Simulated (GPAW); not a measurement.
**AgCl in GPAW: convergence with basis set**

AgCl:

```
CELL_PARAMETERS angstrom
3.43397 0.00000 0.00000
0.00000 3.43397 0.00000
0.00000 0.00000 3.43397
ATOMIC_POSITIONS crystal
Ag 0.00000 0.00000 0.00000
Cl 0.50000 0.50000 0.50000
```

Measurements of this composition are mostly on another form, of space group No. 225.

* Program: GPAW 26.7.0
* Task: convergence study
* Functional: LDA
* Potentials or basis: the program's PAW data sets (release 1.2.1) made for this functional
* Basis: lcao:sz(dzp)
* Grid spacing: 0.16 Å
* k mesh: 8 × 8 × 8
* Occupations: fermi-dirac, width 0.05 eV
* Spin: no spin polarisation

These are the settings of the first run; the series varies basis set, with any setting tied to it.

Hardware: 1 thread of Arm Neoverse N1, on a shared host.

```tsv
basis set	energy less the tightest run, at zero smearing (meV/atom)	gap on the mesh (eV)	SCF cycles	CPU time (s)	peak memory (GiB)
lcao:sz(dzp)	515.43	0.244	7	160	0.18
lcao:szp(dzp)	373.02	0.324	7	260	0.2
lcao:dz(dzp)	315.22	0.276	9	280	0.21
lcao:dzp	199.51	0.290	9	420	0.23
fd	-6.35	0.268	12	110	0.32
pw	0.00	0.269	8	22	0.16
```

Against the tightest run, the gap on the mesh stays within 0.01 eV from fd on. Not settled before the last step: the energy (to 1 meV/atom). The tightest run that finished is the yardstick and may itself not be fully converged.
